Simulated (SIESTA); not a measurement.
Runs of SIESTA 5.4.2 on AlN. It takes space group F-43m (No. 216, cubic). The conventional cell has a = 4.368 Å, b = 4.368 Å, c = 4.368 Å, α = 90.00°, β = 90.00°, γ = 90.00°. Al (site symmetry -43m) is surrounded by 4 N at 1.89 Å. N (site symmetry -43m) is surrounded by 4 Al at 1.89 Å. Measurements of this composition are mostly on another form, of space group No. 186.

| task | level | potentials or basis | cell | k mesh | wannier functions | bands left out below | projections | wannier mesh | gap on the mesh (eV) | pressure (GPa) |
| --- | --- | --- | --- | --- | --- | --- | --- | --- | --- | --- |
| band structure | vdW-DF-cx | PseudoDojo 0.4 standard (PBE files), DZP (energy shift 0.003 Ry) | as given | 10 × 10 × 10 | - | - | - | - | 3.21 | 4.6 |
| band structure | AM05 | PseudoDojo 0.4 standard (PBEsol files), DZP (energy shift 0.003 Ry) | as given | 10 × 10 × 10 | - | - | - | - | (b) | (a) |
| band structure | BLYP | PseudoDojo 0.4 standard (PBE files), DZP (energy shift 0.003 Ry) | as given | 10 × 10 × 10 | - | - | - | - | 3.63 | 10.8 |
| Wannier functions | PBE | PseudoDojo 0.4 standard (PBE files), TZP (energy shift 0.003 Ry) | cell strained at random at fixed volume | 8 × 8 × 8 | 3 | 1 | ["N:p"] | 6 × 6 × 6 | 3.11 | 5.8 |

Alike in all rows: no spin polarisation; smearing fermi-dirac 0.05 eV; grid cutoff 800 Ry; energy shift 0.003 Ry.

Q: Fill in the values left out.

A: (a) 2.8; (b) 3.13.

Caveats: the basis of atomic orbitals isn't converged, which shifts pressures, moduli and gaps; the potentials were made for another functional, which shifts forces and pressure (some runs).

A k mesh can miss the band edges.
